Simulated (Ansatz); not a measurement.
## VN: a sweep of one setting

```
V N
1.0
     0.00000    2.06400    2.06400
     2.06400    0.00000    2.06400
     2.06400    2.06400    0.00000
V N
1 1
Direct
  0.00000 0.00000 0.00000
  0.50000 0.50000 0.50000
```

Atoms are numbered in the order listed.

The cell is COD entry 9008765, as deposited and not checked against the literature; nothing was relaxed.

Level of theory: Ansatz 0.2.0, DFT, PBE, all-electron LAPW, scalar-relativistic.

Sampling and basis: a Γ-centred 14×14×14 k mesh, Fermi–Dirac smearing of 0.08 eV, basis error target 1 meV/atom, spin-polarised from start moments V1 1.5 μB (the moments died away, and the run ended non-magnetic). One setting is then changed at a time.

| k mesh | free energy less the base's (meV/atom) | P (GPa) | cutoff chosen (eV) |
| --- | --- | --- | --- |
| 14×14×14 (base) | 0.0 | -2.42 | 358 |
| 4×4×4 | -17.4 | -2.44 | 358 |
| 7×7×7 | -1.3 | -2.53 | 358 |
| 10×10×10 | -4.0 | ? | 358 |
| 20×20×20 | ? | -2.45 | 358 |

**Question.** Give the missing entry: row "20×20×20", column "free energy less the base's (meV/atom)".

**Answer.** -0.5.

**Question.** Give the missing entry: row "10×10×10", column "P (GPa)".

**Answer.** -2.62.
